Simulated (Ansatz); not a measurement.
# Ir: the cost of one run

Method: DFT PBE, scalar-relativistic, plane waves, PAW, in Ansatz 0.2.0.

### 1 The structure to begin with

Symmetry: Cmce, No. 64, orthorhombic system. The conventional cell has a = 3.055 Å, b = 9.692 Å, c = 4.043 Å, α = 90.00°, β = 90.00°, γ = 90.00°. Ir (site symmetry m) has 3 Ir at 2.00 to 2.03 Å as nearest neighbours.

Structure file:

```cif
data_structure
_symmetry_space_group_name_H-M 'Cmce'
_symmetry_Int_Tables_number 64
_cell_length_a 3.0553
_cell_length_b 9.6921
_cell_length_c 4.0430
_cell_angle_alpha 90.000
_cell_angle_beta 90.000
_cell_angle_gamma 90.000
_cell_volume 119.72
loop_
_atom_site_label
_atom_site_type_symbol
_atom_site_symmetry_multiplicity
_atom_site_Wyckoff_symbol
_atom_site_fract_x
_atom_site_fract_y
_atom_site_fract_z
_atom_site_occupancy
Ir1 Ir 8 f 0.00000 0.90200 0.91000 1
```

(A quick probe on a coarse mesh, which set the mesh and smearing, is not shown.)

### 3 Coarse relaxation

Input file input.yaml:

```yaml
crystal:
  lattice:
    - [1.5276580251, -4.8460450948, 0.0]
    - [1.5276580251, 4.8460450948, 0.0]
    - [0.0, 0.0, 4.0429861934]
  atoms:
    - { symbol: Ir, position: [0.098, 0.902, 0.91] }
    - { symbol: Ir, position: [0.598, 0.402, 0.59] }
    - { symbol: Ir, position: [0.902, 0.098, 0.09] }
    - { symbol: Ir, position: [0.402, 0.598, 0.41] }
basis:
  ecutwfc: 420
kpoints:
  mp_grid: { grid: [6, 6, 4] }
hamiltonian:
  xc: pbe
scf:
  occupations: { method: gaussian, width: 0.1 }
  lower_state_search: "off"
output:
  forces: true
  stress: true
  eigenvalues: true
relax:
  adjacent_minimum: "off"
  f_tol: 0.04
  max_steps: 70
  cell: { stress_tol: 0.4 }
```

Q: Estimate wall time and peak memory on 1 thread of an Arm CPU, shared host.

About 46 s, with a peak of 0.37 GiB.
